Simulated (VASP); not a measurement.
Given:

```yaml
crystal:
  lattice:
    - [0.00000, 2.89773, 2.89773]
    - [2.89773, 0.00000, 2.89773]
    - [2.89773, 2.89773, 0.00000]
  atoms:
    - { symbol: Sr, position: [0.00000, 0.00000, 0.00000] }
    - { symbol: F, position: [0.25000, 0.25000, 0.25000] }
    - { symbol: F, position: [0.75000, 0.75000, 0.75000] }
```

Computed with r2SCAN meta-GGA, VASP's PBE PAW potentials (set 64) (plane waves; VASP 6.6.1). Run with 520 eV cut-off, 7×7×7 Γ-centred mesh, Gaussian smearing of 0.050 eV, potentials Sr_sv F.

Question: Predict the energy per atom (σ→0).

Answer: 
* **energy per atom (σ→0)**: -11.339 eV/atom

The absolute energy has meaning only against runs of the same code, potentials and settings.

The compound is SrF2 in the fluorite structure. It was relaxed first.
